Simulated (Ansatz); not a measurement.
# TlBr2: the cost of one run

Computed with Ansatz 0.2.0 (DFT PBE, scalar-relativistic, plane waves, PAW, unless a step's input says otherwise).

1 further run of the same task is left out (it didn't finish).

### Step 1. The system as given

It takes space group I4/mmm (No. 139, tetragonal). Conventional cell: a = 4.112 Å, b = 4.112 Å, c = 10.086 Å, α = 90.00°, β = 90.00°, γ = 90.00°. Tl (site symmetry 4/mmm) has 10 Br at 3.35 to 3.38 Å as nearest neighbours. Around Br (site symmetry 4mm) lie 5 Br at 3.33 to 3.38 Å and 5 Tl at 3.35 to 3.38 Å.

As a file:

```cif
data_structure
_symmetry_space_group_name_H-M 'P 1'
_symmetry_Int_Tables_number 1
_cell_length_a 5.8212
_cell_length_b 5.8212
_cell_length_c 5.8212
_cell_angle_alpha 138.639
_cell_angle_beta 138.639
_cell_angle_gamma 59.926
_cell_volume 85.26
loop_
_atom_site_label
_atom_site_type_symbol
_atom_site_fract_x
_atom_site_fract_y
_atom_site_fract_z
_atom_site_occupancy
Tl1 Tl 0.00000 0.00000 0.00000 1
Br1 Br 0.66500 0.66500 0.00000 1
Br2 Br 0.33500 0.33500 0.00000 1
```

This is candidate A: MoSi2 (C11b) type (I4/mmm, No. 139).

(A quick probe on a coarse mesh, which set the mesh and smearing, is not shown.)

### Step 3. Full relaxation (candidate A)

The input, input.yaml:

```yaml
crystal:
  lattice:
    - [-2.0558185092, 2.0558185092, 5.0431797804]
    - [2.0558185092, -2.0558185092, 5.0431797804]
    - [2.0558185092, 2.0558185092, -5.0431797804]
  atoms:
    - { symbol: Tl, position: [0.0, 0.0, 0.0] }
    - { symbol: Br, position: [0.665, 0.665, 0.0] }
    - { symbol: Br, position: [0.335, 0.335, 0.0] }
basis:
  ecutwfc: 420
kpoints:
  mp_grid: { grid: [16, 16, 16] }
hamiltonian:
  xc: pbe
scf:
  occupations: { method: gaussian, width: 0.1 }
output:
  forces: true
  stress: true
  eigenvalues: true
relax:
  adjacent_minimum: "off"
  f_tol: 0.01
  max_steps: 80
  cell: { stress_tol: 0.05 }
```

The run is started by

```bash
$ ansatz run input.yaml --threads 1 --pin off --max-ram 2560MiB --backend cpu --events-out ev --progress --plain --runs-dir out
```

What time and memory should one allow on 1 thread of Intel Xeon 6975P-C (Granite Rapids), shared host?

About 4.2 min, with a peak of 0.79 GiB.
